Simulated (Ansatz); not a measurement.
Property card for GeSb₂Te₄

The calculation used Ansatz 0.2.0, DFT PBE, scalar-relativistic, plane waves, PAW.

Plane waves to 420 eV, a k mesh through Γ of 8×8×8 on the computed 7-atom cell and Gaussian smearing (0.10 eV); no spin polarisation.

The structure is relaxed at this level of theory with its symmetry kept. Whether it is the stable form of this composition wasn't checked.

```
Ge Sb Te
1.0
    -3.05836    3.05836    6.06589
     3.05836   -3.05836    6.06589
     3.05836    3.05836   -6.06589
Ge Sb Te
1 2 4
Direct
  0.00000 0.00000 0.00000
  0.50000 0.50000 0.00000
  0.25000 0.75000 0.50000
  0.50348 0.00348 0.50000
  0.24616 0.24616 0.00000
  0.99652 0.49652 0.50000
  0.75384 0.75384 0.00000
```

(1) Formation energy from the elements' standard states (uncorrected)?

(2) Density of states at the Fermi level?

(3) Löwdin character within 0.5 eV of the Fermi level?

(4) Bulk modulus?

(5) Its pressure derivative?

(6) Bader charges (e)?

Spin-orbit coupling is left out, which matters for the bands of heavy elements.

## Answers

(1) -0.008 eV/atom.

(2) 0.26 states/eV per cell (so small that it hangs on the mesh: a semimetal, or crossings between mesh points).

(3) Te 5p 66 %, Sb 5p 19 %.

(4) 40 GPa.

(5) 4.6.

(6) Ge (1 in the cell) 0.41, Sb (1 in the cell) 0.50, Sb (1 in the cell) 0.55, Te (2 in the cell) -0.34, Te (2 in the cell) -0.39.